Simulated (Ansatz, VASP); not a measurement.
ZnS: VASP beside Ansatz

The input INCAR:

```
SYSTEM = ZnS
PREC     = Accurate       ! precision mode
ENCUT    = 520            ! plane-wave cutoff, eV
EDIFF    = 1E-7           ! SCF threshold, eV
ISMEAR   = -1             ! smearing method
SIGMA    = 0.06           ! smearing width, eV
LREAL    = .FALSE.        ! projectors in reciprocal space
LASPH    = .TRUE.         ! aspherical terms in the spheres
NELM     = 60             ! most SCF steps
ALGO     = Normal         ! electronic algorithm
ISIF     = 2              ! what is computed and relaxed
LWAVE    = .FALSE.        ! write WAVECAR
LCHARG   = .FALSE.        ! write CHGCAR
GGA      = PE             ! functional
NBANDS   = 16             ! bands
```

KPOINTS

```
Automatic mesh
0
G
  4 4 4
  0 0 0
```

The input POSCAR:

```
ZnS
1.0
    0.0000000000      2.7020000000      2.7020000000
    2.7020000000      0.0000000000      2.7020000000
    2.7020000000      2.7020000000      0.0000000000
Zn S
1 1
Direct
    0.7500000000      0.7500000000      0.7500000000
    0.0000000000      0.0000000000      0.0000000000
```

Contents of input.yaml:

```yaml
crystal:
  lattice:
    - [0.0, 2.702, 2.702]
    - [2.702, 0.0, 2.702]
    - [2.702, 2.702, 0.0]
  atoms:
    - { symbol: Zn, position: [0.75, 0.75, 0.75] }
    - { symbol: S, position: [0.0, 0.0, 0.0] }
kpoints:
  mp_grid: { grid: [4, 4, 4] }
scf:
  occupations: { method: fermi_dirac, width: 0.06 }
hamiltonian:
  xc: pbe
  pseudopotentials: { kind: all_electron, lapw: { basis_error: 0.002 } }
output:
  forces: true
  stress: true
  eigenvalues: true
```

Alike in both runs: task single point; functional PBE; k mesh 4 × 4 × 4; occupations fermi-dirac, width 0.06 eV; no spin polarisation.

|  | VASP | Ansatz |
| --- | --- | --- |
| version | VASP 6.6.1 | Ansatz 0.2.0 |
| potentials or method | VASP PAW PBE potentials, release 64 (Zn, S) | all-electron LAPW, scalar-relativistic |
| plane-wave cutoff (eV) | 520 | see its input |

|  | VASP | Ansatz | Ansatz less VASP |
| --- | --- | --- | --- |
| gap on the k mesh at the Fermi level (eV) | 2.10 | 2.10 | -0.002 |
| least direct gap on the mesh (eV) | 2.10 | 2.10 | -0.002 |
| pressure (GPa) | 2.1 | 1.9 | -0.15 |

Ansatz ran all-electron here, so the differences hold the error of VASP's frozen core and of both bases.

Caveats: the k mesh is coarse (spacing up to 0.50 Å⁻¹), so the values aren't converged. As with any semilocal functional, this PBE gap is likely too small.
